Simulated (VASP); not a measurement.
# Al: single point with r2SCAN

Crystal: Al.

```
Al
1.0
     0.00000    2.03261    2.03261
     2.03261    0.00000    2.03261
     2.03261    2.03261    0.00000
Al
1
Direct
  0.00000 0.00000 0.00000
```

The cell isn't the ideal one: a relaxed cell with its volume scaled by 1.06.

* Program: VASP 6.6.1
* Task: single point
* Functional: r2SCAN
* Potentials or basis: VASP PAW PBE potentials, release 64 (Al)
* Cutoff: 520 eV
* k mesh: 18 × 18 × 18
* Occupations: gaussian, width 0.1 eV
* Spin: no spin polarisation
* Further INCAR settings: ALGO = Normal; EDIFF = 1e-07; NBANDS = 8

The pressure is -4.7 GPa. The band gap on the k mesh is none (metal or under the smearing width).

Levels at points of the mesh, in eV from the Fermi level:
| k point | band 1 | band 2 | band 3 | band 4 |
| --- | --- | --- | --- | --- |
| (0.00, 0.00, 0.00) | -11.71 | 13.22 | 13.22 | 13.22 |
| (0.50, 0.00, 0.00) | -4.92 | -4.51 | 12.00 | 12.00 |
| (0.50, 0.50, 0.00) | -3.12 | -1.64 | 5.46 | 5.91 |

Wall time 2.3 min on 1 thread of AMD EPYC 9R14 (Zen 4) (shared host), peak memory 0.12 GiB.

Caveat: the PAW data sets were made with another functional, which shifts forces and pressure a little.
